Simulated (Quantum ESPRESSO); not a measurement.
# HfN under changes of volume

One of the cells (14.793 Å³/atom); the others are scaled copies at fixed shape and fractional positions:

```
Hf N
1.0
     0.00000    2.45482    2.45482
     2.45482    0.00000    2.45482
     2.45482    2.45482    0.00000
Hf N
1 1
Direct
  0.00000 0.00000 0.00000
  0.25000 0.25000 0.25000
```

The cell comes from a database or a generator and needn't be the stable form of this composition.

| Quantity | Value |
| --- | --- |
| Program | Quantum ESPRESSO 7.5 |
| Functional | PBEsol |
| Potentials or basis | GBRV 1.5 PBEsol |
| Cutoff | 612 eV |
| Density cutoff | 4898 eV |
| k mesh | 9 × 9 × 9 |
| Occupations | fermi-dirac, width 0.05 eV |
| Spin | no spin polarisation |

```tsv
volume (Å³/atom)	energy over the lowest point (meV/atom)	pressure (GPa)
13.906	12.24	7.8
14.201	1.98	3.0
14.497	0.00	-1.3
14.793	5.62	-5.1
15.089	18.05	-8.7
15.385	?	?
15.681	60.84	-14.7
```

Question: What does the run at 15.385 Å³/atom give?

Answer: Energy over the lowest point 36.68 meV/atom; pressure -11.8 GPa.

Worked out: A Birch-Murnaghan fit of order 3 (a polynomial in V^(-2/3)) to the other rows has its minimum at 14.42 Å³/atom with B0 = V·E''(V) = 204 GPa and B' = 4.0. It gives 36.65 meV/atom at 15.385 Å³/atom, against the run's 36.68, and -dE/dV = -11.6 GPa, against -11.8.

Energies are extrapolated to zero smearing.
